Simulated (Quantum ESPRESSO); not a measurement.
# CdTe under changes of volume

One of the cells (32.922 Å³/atom); the others are scaled copies at fixed shape and fractional positions:

```
Te Cd
1.0
     0.00000    3.20500    3.20500
     3.20500    0.00000    3.20500
     3.20500    3.20500    0.00000
Te Cd
1 1
Cartesian
  4.8075 4.8075 4.8075
  0.0000 0.0000 0.0000
```

```yaml
Program: Quantum ESPRESSO 7.5
Functional: r2SCAN
Potentials_or_basis: SG15 PBE 1.2
Cutoff: 952 eV
Density_cutoff: 3810 eV
k_mesh: 5 × 5 × 5
Occupations: fermi-dirac, width 0.05 eV
Spin: no spin polarisation
```

```tsv
volume (Å³/atom)	energy over the lowest point (meV/atom)	pressure (GPa)	gap on the mesh (eV)
30.947	?	?	?
31.605	49.85	5.2	1.28
32.263	31.04	4.0	1.21
32.922	17.12	2.8	1.15
33.580	7.59	1.8	1.09
34.239	2.01	0.9	1.03
34.897	0.00	0.1	0.97
```

**Question.** What does the run at 30.947 Å³/atom give?

**Answer.** Energy over the lowest point 74.10 meV/atom; pressure 6.6 GPa; gap on the mesh 1.34 eV.

Worked out: A Birch-Murnaghan fit of order 3 (a polynomial in V^(-2/3)) to the other rows has its minimum at 34.97 Å³/atom, just outside them, with B0 = V·E''(V) = 41 GPa and B' = 4.6. It gives 74.09 meV/atom at 30.947 Å³/atom, against the run's 74.10, and -dE/dV = 6.6 GPa, against 6.6. A straight line through the other rows of the gap, of slope -3.1 eV per unit of ln V (its deformation potential), extrapolates to 1.34 eV, against the run's 1.34.

Energies are extrapolated to zero smearing.

Caveats: the potentials were made for another functional, which shifts forces and pressure; spin-orbit coupling is left out, which moves the levels of the heavy elements.
